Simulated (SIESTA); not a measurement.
Runs of SIESTA 5.4.2 on In. It takes space group I4/mmm (No. 139, tetragonal). The conventional cell has a = 3.251 Å, b = 3.251 Å, c = 4.947 Å, α = 90.00°, β = 90.00°, γ = 90.00°. In (site symmetry 4/mmm) has 12 In at 3.25 to 3.38 Å as nearest neighbours. 

| task | level | potentials or basis | cell | gap on the mesh (eV) | pressure (GPa) | V0 of scaled cells (Å³/atom) | B0 (GPa) |
| --- | --- | --- | --- | --- | --- | --- | --- |
| equation of state | PBE | PseudoDojo 0.4 standard (PBE files), DZP (energy shift 0.003 Ry; two zetas on semicore shells) | as given | - | - | 27.55 | 42 |
| band structure | LDA | PseudoDojo 0.4 standard (LDA files), DZP (energy shift 0.003 Ry; two zetas on semicore shells) | as given | none | -2.2 | - | - |
| single point | PBE | PseudoDojo 0.4 standard (PBE files), DZP (energy shift 0.003 Ry; two zetas on semicore shells) | as given | none | 2.4 | - | - |
| equation of state | LDA | PseudoDojo 0.4 standard (LDA files), DZP (energy shift 0.003 Ry; two zetas on semicore shells) | as given | - | - | (b) | (a) |
| single point | PBE | PseudoDojo 0.4 standard (PBE files), DZP (energy shift 0.003 Ry; two zetas on semicore shells) | cell strained at random at fixed volume | none | 2.4 | - | - |

Alike in all rows: no spin polarisation; k mesh 11 × 11 × 11; smearing fermi-dirac 0.05 eV; grid cutoff 500 Ry; energy shift 0.003 Ry.

Question: Fill in the values left out.

Answer: (a) 52; (b) 24.92.

Caveats: the basis of atomic orbitals isn't converged, which shifts pressures, moduli and gaps; the cell was scaled at fixed shape and fractional positions, which overstates the stiffness of a crystal with free parameters, most of all of layers and chains (some runs); spin-orbit coupling is left out, which moves the levels of the heavy elements (some runs).

A k mesh can miss the band edges, and the runs leave out spin-orbit coupling on In.

A gap of «none» marks a metal or a gap under the smearing width.
